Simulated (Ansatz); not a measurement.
# BN (model cell, started as CsCl type): a soft mode frozen in, part 2 of 2

Which phase does BN (model cell, started as CsCl type) fall into along its unstable mode, and how much energy does it gain?

Ansatz 0.2.0; DFT PBEsol, scalar-relativistic, plane waves, PAW; PAW set soft_1.

So far. Step 5 (Energy along the mode, all amplitudes (two of the runs …): The lowest of the steps tried is the last one, at 0.6 Å, 1271 meV/atom below the parent; the bottom of the well need not coincide with a step. Step 7 (The new phase in its own primitive cell): The largest force component left is 0.38 meV/Å and the pressure is -0.001 GPa, within the tolerances set. The cell now holds 8.21 Å³/atom. The relaxed cell has a, b, c = 3.960, 8.589, 3.864 Å (conventional setting).

The structure was built from a prototype and need not be the compound's stable phase.

### Step 8. Modes of the new phase, k-mesh 8×8×6, occupations fixed

A relaxed structure may still be a saddle point, so its zone-centre modes are computed. The response to a homogeneous field gives the Born charges and the dielectric tensor.

File input.yaml:

```yaml
crystal:
  lattice:
    - [1.9801187276, -4.2946183884, 0.0]
    - [1.9801187276, 4.2946183884, 0.0]
    - [0.0, 0.0, 3.863915825]
  atoms:
    - { symbol: B, position: [0.25, 0.25, 0.0] }
    - { symbol: B, position: [0.75, 0.75, 0.0] }
    - { symbol: B, position: [0.5, 0.0, 0.0] }
    - { symbol: B, position: [0.0, 0.5, 0.0] }
    - { symbol: "N", position: [0.8835283773, 0.1164716227, 0.1673704327] }
    - { symbol: "N", position: [0.3835283773, 0.6164716227, 0.8326295673] }
    - { symbol: "N", position: [0.1164716227, 0.8835283773, 0.8326295673] }
    - { symbol: "N", position: [0.6164716227, 0.3835283773, 0.1673704327] }
kpoints:
  mp_grid: { grid: [8, 8, 6] }
hamiltonian:
  xc: pbesol
  pseudopotentials: { kind: paw, azcp: { folder: soft_1 }, xc_functional: pbe }
scf:
  occupations: { method: fixed }
output:
  eigenvalues: true
phonons:
  method: dfpt
  dielectric: true
  rigid_motions: translations
```

On the command line:

```sh
ansatz run input.yaml --threads 4 --pin off --max-ram 10240MiB --backend cpu --events-out ev --progress --plain --runs-dir out
```

It took 78 s on 4 threads of Intel Xeon Platinum 8375C at 2.90GHz (Ice Lake), shared host; peak memory 1.6 GiB; 4.9 min of CPU time.

Numbers from this step:

```yaml
sum_rule_residual_before_enforcement: 1.48e-4 eV/Å²
miss_of_the_charge_sum_rule: 0.001890 e
estimated_error_of_the_dielectric_tensor: 0.02732
estimated_error_of_the_born_charges: 0.01770 e
point_group: mmm
highest_optical_mode_at_the_zone_centre_no_lo_to_term: 1076 cm⁻¹
lowest_optical_zone_centre_mode: -577.7 cm⁻¹
mean_high_frequency_dielectric_constant: 6.315
largest_born_charge_third_of_the_trace: 2.806 e
top_of_the_zone_centre_spectrum_with_the_field: 1131 cm⁻¹
```

Patterns of degenerate modes are one choice out of their space. Modes at Γ, with each element's share of the kinetic energy (negative means imaginary):

| mode | frequency (cm⁻¹) | symmetry | B % | N % |
| --- | --- | --- | --- | --- |
| 1 | -577.7 | B3u | 86 | 14 |
| 2 | -334.4 | B1g | 9 | 91 |
| 3 | -313.8 | B3g | 2 | 98 |
| 4 | -176.9 | Au | 99 | 1 |
| 5 | -151.9 | B2u | 55 | 45 |
| 6 | 0.0 | acoustic | 44 | 56 |
| 7 | 0.0 | acoustic | 44 | 56 |
| 8 | 0.0 | acoustic | 44 | 56 |
| 9 | 303.7 | B1u | 90 | 10 |
| 10 | 459.9 | B3u | 100 | 0 |
| 11 | 517.7 | B2u | 4 | 96 |
| 12 | 560.7 | B1g | 91 | 9 |
| 13 | 566.9 | B3g | 1 | 99 |
| 14 | 577.0 | B2g | 77 | 23 |
| 15 | 584.0 | Ag | 0 | 100 |
| 16 | 656.2 | B3u | 71 | 29 |
| 17 | 691.0 | B1u | 26 | 74 |
| 18 | 729.6 | Au | 1 | 99 |
| 19 | 785.3 | B1u | 78 | 22 |
| 20 | 867.5 | B2g | 23 | 77 |
| 21 | 948.6 | B3g | 97 | 3 |
| 22 | 957.1 | Ag | 0 | 100 |
| 23 | 967.7 | B1u | 62 | 38 |
| 24 | 1075.5 | B2u | 98 | 2 |

Displacements in mode 1 (-577.7 cm⁻¹), the largest set to 1:
```
B1  -0.12  0.00  0.00
B2  -0.12  0.00  0.00
B3   1.00  0.00  0.94
B4   1.00  0.00 -0.94
N5  -0.34  0.00  0.00
N6  -0.34  0.00  0.00
N7  -0.34  0.00  0.00
N8  -0.34  0.00  0.00
```

Displacements in mode 18 (729.6 cm⁻¹), the largest set to 1:
```
B1   0.00  0.00  0.00
B2   0.00  0.00  0.00
B3   0.00 -0.16  0.00
B4   0.00  0.16  0.00
N5   1.00  0.00  0.00
N6  -1.00  0.00  0.00
N7   1.00  0.00  0.00
N8  -1.00  0.00  0.00
```

Optical modes at the zone centre, without and with the macroscopic field of the longitudinal modes; each column is sorted by frequency, so a row need not hold one and the same mode. Modes with and without the field, by row:

| rank among optical modes | no field (cm⁻¹) | q along (1, 0, 0) (cm⁻¹) | q along (0, 1, 0) (cm⁻¹) | q along (0, 0, 1) (cm⁻¹) |
| --- | --- | --- | --- | --- |
| 1 | -577.7 | -334.4 | -577.7 | -577.7 |
| 2 | -334.4 | -313.8 | -334.4 | -334.4 |
| 3 | -313.8 | -212.7 | -313.8 | -313.8 |
| 4 | -176.9 | -176.9 | -176.9 | -176.9 |
| 5 | -151.9 | -151.9 | 303.7 | -151.9 |
| 6 | 303.7 | 303.7 | 459.9 | 330.2 |
| 7 | 459.9 | 464.1 | 509.7 | 459.9 |
| 8 | 517.7 | 517.7 | 560.7 | 517.7 |
| 9 | 560.7 | 560.7 | 566.9 | 560.7 |
| 10 | 566.9 | 566.9 | 577 | 566.9 |
| 11 | 577 | 577 | 584 | 577 |
| 12 | 584 | 584 | 656.2 | 584 |
| 13 | 656.2 | 691 | 691 | 656.2 |
| 14 | 691 | 729.6 | 729.6 | 695.2 |
| 15 | 729.6 | 785.3 | 785.3 | 729.6 |
| 16 | 785.3 | 867.5 | 867.5 | 789.6 |
| 17 | 867.5 | 948.6 | 893.1 | 867.5 |
| 18 | 948.6 | 957.1 | 948.6 | 948.6 |
| 19 | 957.1 | 967.7 | 957.1 | 957.1 |
| 20 | 967.7 | 1050 | 967.7 | 1026 |
| 21 | 1076 | 1076 | 1131 | 1076 |

Born charge (rows field, columns displacement) (e), principal values of the symmetric part by kind of site:

| atom | atoms with these values | low | middle | high | mean |
| --- | --- | --- | --- | --- | --- |
| B1 | 2 | 0.76 | 3.14 | 4.51 | 2.81 |
| B3 | 2 | 0.17 | 3.83 | 4.29 | 2.76 |
| N5 | 4 | -4.19 | -3.36 | -0.81 | -2.78 |

In full for B3:

```
3.58 0.00 2.04
0.00 3.83 0.00
1.07 0.00 0.88
```

High-frequency dielectric tensor:

```
6.36 0.00 0.00
0.00 9.20 0.00
0.00 0.00 3.38
```

Transverse modes; imaginary modes are left out. Infrared lines, with heights relative to the strongest:

| position (cm⁻¹) | label | relative intensity |
| --- | --- | --- |
| 304 | B1u | 2.5 |
| 460 | B3u | 1.8 |
| 518 | B2u | 6.0 |
| 561 | B1g | 0.0 |
| 567 | B3g | 0.0 |
| 577 | B2g | 0.0 |
| 584 | Ag | 0.0 |
| 656 | B3u | 100 |
| 691 | B1u | 0.9 |
| 730 | Au | 0.0 |
| 785 | B1u | 1.1 |
| 868 | B2g | 0.0 |
| 949 | B3g | 0.0 |
| 957 | Ag | 0.0 |
| 968 | B1u | 14 |
| 1076 | B2u | 13 |

Before it was imposed, the acoustic sum rule was missed by 1.5e-4 eV/Å² and the charge sum rule by 0.0019 e. Small misses are needed for a sound result but don't prove that mesh and cutoff are converged. The lowest optical mode is imaginary, 577.7i cm⁻¹, so the energy falls along it.

### Step 9. The phases reached

The phases reached along the modes that were followed are set side by side.

Energies are those of the first relaxation, on the mesh of the frozen mode; space group, volume and gap are those of the last relaxation. Phases, by row:

| mode frozen in | space group | energy from parent (meV/atom) | volume (Å³/atom) | gap on mesh (eV) | lowest zone-centre optical mode (cm⁻¹) | largest shift (Å) |
| --- | --- | --- | --- | --- | --- | --- |
| parent | Pm-3m | 0 | 6.085 | 0 | – | – |
| q = (0, -0.5, -0.5), 1311i cm⁻¹ | P4/nmm | -2590 | 8.4 | 5.168 | 353.4 | 1.449 |
| q = (0, 0.25, -0.5), 967i cm⁻¹ | Cmme | -2072 | 8.21 | 0.915 | -577.7 | 1.287 |

### Step 10. What came out

```json
{
 "unstable mode of the parent": "q = (0, 0.25, -0.5), 967i cm⁻¹",
 "depth at the lowest point sampled": "1271 meV/atom",
 "largest atomic shift at that point": "0.6 Å",
 "space group reached (within 0.01 Å)": "Cmme",
 "energy gained over the parent (first relaxation, on the mesh of the frozen mode)": "2072 meV/atom",
 "volume per atom, phase reached": "8.21 Å³",
 "gap on the k-mesh, phase reached": "0.915 eV",
 "lowest optical zone-centre mode, phase reached": "-578 cm⁻¹",
 "highest optical mode at the zone centre (no LO-TO term), phase reached": "1076 cm⁻¹"
}
```

In words: Along this mode the structure falls into Cmme, 2072 meV/atom below the parent. At the parent's cell the well is 1271 meV/atom deep on the steps tried, with its lowest point at a shift of 0.6 Å. That is the last step tried, so the steps alone don't bracket the bottom of the well. Relaxing atoms and cell changes the gain by +800.97 meV/atom against the lowest step (energies at zero smearing). The new phase still has an imaginary mode at the zone centre of its cell, so it is a saddle point on the way to a lower structure. Of the 2 patterns followed to their end from this parent, this one ends 517 meV/atom above the lowest, P4/nmm. Each path keeps the symmetry of its pattern, so a lower phase may lie along a pattern not tried. With no gap, or one that is small against the smearing, the frequencies hang on the k mesh and the smearing, most of all near Kohn anomalies. The PAW files were made for PBE and serve the other functionals too. The starting cell was built on a prototype and not taken from a measurement, so the phase need not exist.

[Logs are printed without paths, hosts, clocks, repeated set-up lines and the standing remarks that a program may print on its own settings, such as how far it seeks lower states.]

[Hosts, paths, dates, database ids (printed as entryN), source tags and the programs' standing remarks are cut or masked in the printed files.]
